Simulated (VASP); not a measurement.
# MgO (P-6m2) in VASP: a series of runs

Runs on MgO. Level: PBE. Tasks: G0W0 quasiparticle levels.

Program: VASP 6.6.1. These are calculated values, not measurements. Logs are shortened: lines on timing, memory, paths and dates and some standing lists are left out, and cuts for length are marked.

## (1) Starting point

Symmetry: P-6m2, No. 187, hexagonal system. The conventional cell has a = 2.938 Å, b = 2.938 Å, c = 2.680 Å, α = 90.00°, β = 90.00°, γ = 120.00°. Mg (site symmetry -6m2) has 6 O at 2.16 Å as nearest neighbours. Around O (site symmetry -6m2) lie 6 Mg at 2.16 Å.

Measurements of this composition are mostly on another form, of space group No. 225.

## (2) G0W0 quasiparticle levels, PBE

POSCAR

```
MgO
1.0
    2.9380209034      0.0000000000      0.0000000000
   -1.4690104517      2.5444007392      0.0000000000
    0.0000000000      0.0000000000      2.6796800000
Mg O
1 1
Direct
    0.0000000000      0.0000000000      0.0000000000
    0.3333333333      0.6666666667      0.5000000000
```

INCAR.step1

```
SYSTEM = MgO
PREC = Accurate
ENCUT = 450
EDIFF = 1E-8
ISMEAR = 0
SIGMA = 0.01
LREAL = .False.
LASPH = .True.
NELM = 60
ALGO = Fast
LWAVE = .True.
LCHARG = .False.
GGA = PE
```

INCAR.step2

```
SYSTEM = MgO
PREC = Accurate
ENCUT = 450
EDIFF = 1E-8
ISMEAR = 0
SIGMA = 0.01
LREAL = .False.
LASPH = .True.
NELM = 1
ALGO = Exact
LWAVE = .True.
LCHARG = .False.
GGA = PE
NBANDS = 16
LOPTICS = .True.
ISTART = 1
```

INCAR.step3

```
SYSTEM = MgO
PREC = Accurate
ENCUT = 450
EDIFF = 1E-8
ISMEAR = 0
SIGMA = 0.01
LREAL = .False.
LASPH = .True.
ALGO = EVGW0
LWAVE = .False.
LCHARG = .False.
GGA = PE
NELMGW = 1
NBANDS = 16
ENCUTGW = 50
NOMEGA = 48
PRECFOCK = Fast
ISTART = 1
NBANDSGW = 12
```

KPOINTS

```
regular mesh
0
Gamma
  3 3 3
  0 0 0
```

Potentials or basis: VASP PAW PBE potentials, release 64 (Mg_GW, O_GW).

Started as:

```
cat potpaw_PBE.64/Mg_GW/POTCAR potpaw_PBE.64/O_GW/POTCAR > POTCAR
cp INCAR.step1 INCAR
mpirun -np 1 vasp_std > vasp.out
cp INCAR.step2 INCAR
mpirun -np 1 vasp_std > vasp.out
cp INCAR.step3 INCAR
mpirun -np 1 vasp_std > vasp.out
```

OUTCAR:

```text
SYSTEM = MgO
   PREC = Accurate
   ENCUT = 450
   EDIFF = 1E-8
   ISMEAR = 0
   LREAL = .False.
   LASPH = .True.
   GGA = PE
   NELMGW = 1
   ENCUTGW = 50
   PRECFOCK = Fast
   ISTART = 1

 Found      6 irreducible k-points:

 Following reciprocal coordinates:
            Coordinates               Weight
  0.000000  0.000000  0.000000      1.000000
  0.333333  0.000000  0.000000      6.000000
  0.333333  0.333333  0.000000      2.000000
  0.000000  0.000000  0.333333      2.000000
  0.333333  0.000000  0.333333     12.000000
  0.333333  0.333333  0.333333      4.000000
   k-points           NKPTS =      6   k-points in BZ     NKDIM =     27   number of bands    NBANDS=     16
   number of dos      NEDOS =    301   number of ions     NIONS =      2
   total plane-waves  NPLWV =   8000
   dimension x,y,z NGX =    20 NGY =   20 NGZ =   20
   dimension x,y,z NGXF=    40 NGYF=   40 NGZF=   40
   ions per type =               1   1
   NGX,Y,Z   is equivalent  to a cutoff of  11.32, 11.32, 12.41 a.u.
   NGXF,Y,Z  is equivalent  to a cutoff of  22.63, 22.63, 24.82 a.u.
 SYSTEM =  MgO
   PREC   = accura    normal or accurate (medium, high low for compatibility)
   ISTART =      1    job   : 0-new  1-cont  2-samecut
   ICHARG =      0    charge: 1-file 2-atom 10-const
   ISPIN  =      1    spin polarized calculation?
   LNONCOLLINEAR =      F non collinear calculations
   LSORBIT =      F    spin-orbit coupling
   LASPH  =      T    aspherical Exc in radial PAW
   ENCUT  =  450.0 eV  33.07 Ry    5.75 a.u.   5.08  5.08  4.63*2*pi/ulx,y,z
   NELM   =     60;   NELMIN=  2; NELMDL=  0     # of ELM steps
   EDIFF  = 0.1E-07   stopping-criterion for ELM
   LREAL  =      F    real-space projection
   EDIFFG = 0.1E-06   stopping-criterion for IOM
   NSW    =      0    number of steps for IOM
   IBRION =     -1    ionic relax: 0-MD 1-quasi-New 2-CG
   NFREE  =      0    steps in history (QN), initial steepest desc. (CG)
   ISIF   =      0    stress and relaxation
   ISYM   =      3    0-nonsym 1-usesym 2-fastsym
   POTIM  = 0.5000    time-step for ionic-motion
   TEBEG  =    0.0;   TEEND  =   0.0 temperature during run
   PSTRESS=    0.0 pullay stress
   NELECT =       8.0000    total number of electrons
   NUPDOWN=      -1.0000    fix difference up-down
   EMIN   =  10.00;   EMAX   =-10.00  energy-range for DOS
   EFERMI =   0.00;   METHOD = LEGACY
   ISMEAR =     0;   SIGMA  =   0.01  broadening in eV -4-tet -1-fermi 0-gaus
   EFERMI_NEDOS =   21; number of points for ismear=-14 and -15
   IALGO  =     38    algorithm
   IMIX   =      4    mixing-type and parameters
     AMIX     =   0.40;   BMIX     =  1.00
     AMIX_MAG =   1.60;   BMIX_MAG =  1.00
  volume/ion in A,a.u.               =      10.02        67.59
  Fermi-wavevector in a.u.,A,eV,Ry     =   1.205583  2.278221 19.775115  1.453430
  Thomas-Fermi vector in A             =   2.341275
   LORBIT       =      0    0 simple, 1 ext, 2 COOP (PROOUT), +10 PAW based schemes
   GGA     = PE    functional components
   LHFCALC =     T    Hartree Fock is set to
   PRECFOCK=fast      Normal, Fast or Accurate (Low or Medium for compatibility)
   ENCUT4O =  -1.0   cutoff for four orbital integrals eV
   NKREDX  =     1    reduce k-point grid by
   NKREDY  =     1    reduce k-point grid by
   NKREDZ  =     1    reduce k-point grid by
   AEXX    =    1.0000 exact exchange contribution
   HFSCREEN=    0.0000 screening length (either q_TF or 0.3 A-1)
   HFSCREENC=   0.0000 screening length for correlation (either q_TF or 0.3 A-1)
   ENCUTFOCK=  -1.0 apply spherical cutoff to Coloumb kernel
   IVDW    =     0    specifies the selected vdW correction
   LEPSILON=     F    determine dielectric tensor
   LRPA    =     F    only Hartree local field effects (RPA)
   LRPAFORCE           =     F    calculate RPA forces
   ENCUTGW             =  50.0    cutoff for response function in eV
   ENCUTGWSOFT         =  40.0    soft cutoff for Coulomb kernel in GW response function in eV
   ENCUTLF             =  -1.0    cutoff for local field effects
   NELMGW              =     1    number of iterations in solving QP/BSE equation
   NELMHF              =     1    number of iterations in the inner HF iteration
   NKREDLFX            =     1    NKREDLFY  =   1   NKREDLFZ  =   1
 non-spin polarized calculation
 Gauss-broadening in eV      SIGMA  =   0.01
  energy-cutoff  :      450.00
  volume of cell :       20.03
 maximum number of plane-waves:       447
  NGX = 12; NGY = 12; NGZ = 10
   NGX = 11   NGY = 11   NGZ =  9
 maximum number of plane-waves:        21
 NGX is ok and might be reduce to    10

 QP shifts <psi_nk| G(iteration)W_0 |psi_nk>: iteration 1
 for sc-GW calculations column KS-energies equals QP-energies in previous step
 and V_xc(KS)=  KS-energies - (<T + V_ion + V_H > + <T+V_H+V_ion>^1  + <V_x>^1)

 k-point   1 :       0.0000    0.0000    0.0000
  band No.  KS-energies  QP-energies   sigma(KS)   V_xc(KS)     V^pw_x(r,r')   Z            occupation Imag(sigma)

      1     -14.0514     -16.3208     -21.3949     -18.1185     -29.8309       0.6926       2.0000       1.3789
      2       2.7905       2.1255     -20.0288     -19.1490     -24.8620       0.7560       2.0000       0.1855
      3       2.7905       2.1255     -20.0288     -19.1490     -24.8620       0.7560       2.0000       0.1855
      4       2.9934       2.2803     -20.1977     -19.2553     -25.0520       0.7567       2.0000       0.1822
      5       6.3348       7.3642      -9.9094     -11.1969      -6.4452       0.7995       0.0000      -0.1241
      6      15.1989      16.6652      -7.0788      -8.9289      -3.1427       0.7925       0.0000      -0.1628
      7      18.8451      20.3666      -6.8247      -8.7582      -2.6576       0.7869       0.0000      -0.2620
      8      18.8451      20.3666      -6.8247      -8.7582      -2.6576       0.7869       0.0000      -0.2620
      9      23.1418      24.6332      -6.6096      -8.4528      -2.0767       0.8092       0.0000      -0.6935
     10      24.1055      26.0088      -8.4761     -10.9707      -3.4194       0.7629       0.0000      -0.6967
     11      25.7686      27.8313      -8.5105     -11.2092      -3.4218       0.7643       0.0000      -0.7241
     12      25.7686      27.8313      -8.5105     -11.2092      -3.4218       0.7643       0.0000      -0.7241

 k-point   2 :       0.3333    0.0000    0.0000
  band No.  KS-energies  QP-energies   sigma(KS)   V_xc(KS)     V^pw_x(r,r')   Z            occupation Imag(sigma)

      1     -13.3016     -15.5619     -22.2310     -18.9230     -30.5231       0.6833       2.0000       1.2150
      2      -0.6933      -1.7635     -16.4736     -14.9984     -21.1861       0.7254       2.0000       0.2567
      3       2.2382       1.4773     -19.4917     -18.4795     -24.3327       0.7518       2.0000       0.1930
      4       3.2573       2.6000     -20.4988     -19.6329     -25.3549       0.7591       2.0000       0.1801
      5       9.4490      10.6924      -9.8941     -11.4787      -6.3493       0.7847       0.0000      -0.1377
      6      13.8168      15.4435      -9.3061     -11.4007      -5.3661       0.7766       0.0000      -0.1749
      7      17.0286      18.8220      -8.7379     -11.0204      -4.7354       0.7857       0.0000      -0.2063
      8      20.6299      22.4570      -8.4677     -10.8127      -3.7298       0.7791       0.0000      -0.4692
      9      22.6502      24.4433      -7.2183      -9.5500      -2.8800       0.7690       0.0000      -0.4048
     10      24.2612      25.9714      -6.8946      -9.0559      -2.2680       0.7912       0.0000      -0.6111
     11      28.4014      30.4977      -7.1379      -9.7557      -2.5303       0.8008       0.0000      -0.7723
     12      28.6775      30.8469      -7.0914      -9.7897      -2.3205       0.8040       0.0000      -0.8628

 k-point   3 :       0.3333    0.3333    0.0000
  band No.  KS-energies  QP-energies   sigma(KS)   V_xc(KS)     V^pw_x(r,r')   Z            occupation Imag(sigma)

      1     -12.8757     -15.1767     -22.7796     -19.4571     -31.0034       0.6925       2.0000       1.1507
      2      -0.3232      -1.3454     -16.8927     -15.4963     -21.7024       0.7320       2.0000       0.2456
      3      -0.3058      -1.4092     -16.4792     -14.9803     -21.1313       0.7362       2.0000       0.2405
      4       3.4002       2.7765     -20.6730     -19.8525     -25.5387       0.7601       2.0000       0.1793
      5      11.8025      13.2720     -10.9071     -12.8228      -7.2643       0.7670       0.0000      -0.1726
      6      14.6286      16.7085     -11.5969     -14.3123      -7.7292       0.7660       0.0000      -0.1836
      7      14.8407      16.4669      -9.0163     -11.0921      -4.8843       0.7834       0.0000      -0.2012
      8      22.7664      24.4247      -6.6359      -8.7763      -2.5363       0.7748       0.0000      -0.3684
      9      23.0114      24.4732      -6.4833      -8.4183      -1.7510       0.7555       0.0000      -0.5104
     10      24.3210      26.3740      -6.9594      -9.5393      -2.5749       0.7958       0.0000      -0.4187
     11      24.5227      26.2957      -6.9171      -9.1382      -2.5427       0.7983       0.0000      -0.5165
     12      26.4846      28.3254      -6.5145      -8.8506      -2.0928       0.7880       0.0000      -0.5996
[... 17 lines left out ...]
 k-point   5 :       0.3333    0.0000    0.3333
  band No.  KS-energies  QP-energies   sigma(KS)   V_xc(KS)     V^pw_x(r,r')   Z            occupation Imag(sigma)

      1     -12.6841     -14.9766     -22.8078     -19.4959     -30.9950       0.6922       2.0000       1.1321
      2      -0.1420      -1.1663     -17.2040     -15.8135     -21.9801       0.7366       2.0000       0.2420
      3       0.4973      -0.4837     -17.9234     -16.5962     -22.7863       0.7391       2.0000       0.2254
      4       2.6057       1.9052     -19.8713     -18.9461     -24.7013       0.7571       2.0000       0.1870
      5      10.2657      11.5150      -9.2254     -10.8206      -5.6756       0.7832       0.0000      -0.1434
      6      14.0770      15.6106      -8.4332     -10.3842      -4.4558       0.7861       0.0000      -0.1703
      7      17.5568      19.4525     -10.0125     -12.4714      -5.6905       0.7710       0.0000      -0.2900
      8      19.1051      20.9261      -8.9540     -11.3164      -4.6200       0.7708       0.0000      -0.3248
      9      19.4153      21.0889      -7.3090      -9.4416      -2.9784       0.7847       0.0000      -0.3163
     10      24.4773      26.4050      -7.2347      -9.6617      -2.5769       0.7943       0.0000      -0.6417
     11      24.9210      26.9133      -7.8084     -10.3240      -3.3095       0.7920       0.0000      -0.5213
     12      31.3109      33.5092      -6.3964      -9.0698      -1.7014       0.8223       0.0000      -1.0012

 k-point   6 :       0.3333    0.3333    0.3333
  band No.  KS-energies  QP-energies   sigma(KS)   V_xc(KS)     V^pw_x(r,r')   Z            occupation Imag(sigma)

      1     -12.3508     -14.6806     -23.2122     -19.9089     -31.3587       0.7053       2.0000       1.1026
      2       0.5429      -0.4319     -17.7383     -16.4248     -22.5381       0.7422       2.0000       0.2177
      3       0.5548      -0.4416     -17.5880     -16.2473     -22.3246       0.7432       2.0000       0.2194
      4       0.6311      -0.3124     -18.4575     -17.1835     -23.4321       0.7406       2.0000       0.2266
      5      10.3439      11.4103      -7.8030      -9.1622      -4.0414       0.7846       0.0000      -0.1474
      6      14.3392      16.0762      -8.6944     -10.9097      -4.8303       0.7841       0.0000      -0.1662
      7      17.1807      19.0228      -8.9461     -11.3342      -4.7143       0.7714       0.0000      -0.2191
      8      18.4935      20.2105      -9.3694     -11.5690      -5.1345       0.7806       0.0000      -0.3109
      9      18.5988      20.6733     -10.6322     -13.3477      -6.0926       0.7639       0.0000      -0.3626
     10      24.6062      26.5743      -8.3581     -10.8648      -3.6880       0.7851       0.0000      -0.5818
     11      29.4038      31.6375      -6.9957      -9.7826      -2.3428       0.8015       0.0000      -0.7829
     12      30.6721      32.7362      -6.1301      -8.6434      -1.5206       0.8213       0.0000      -0.9608
```

Wall time 5.6 s (1 thread of Intel Xeon 6975P-C (Granite Rapids), shared host); peak memory 0.14 GiB.

The run converged, but some of its settings lie outside the range that counts as converged, so its numbers aren't taken as properties of the crystal.

Results:

- Band gap on the k mesh, mean-field level: 2.93 eV, indirect (least direct gap 3.34 eV)
- Quasiparticle gap: 4.59 eV
- Least direct quasiparticle gap: 5.08 eV

Caveat: the k mesh is coarse (spacing up to 0.82 Å⁻¹), so the values aren't converged; bands, screening cutoff and mesh are small and nothing is extrapolated, so the quasiparticle values aren't converged; an odd mesh through Γ misses points on the zone boundary, where band edges often lie.

(Part 1 of 3 ends here.)
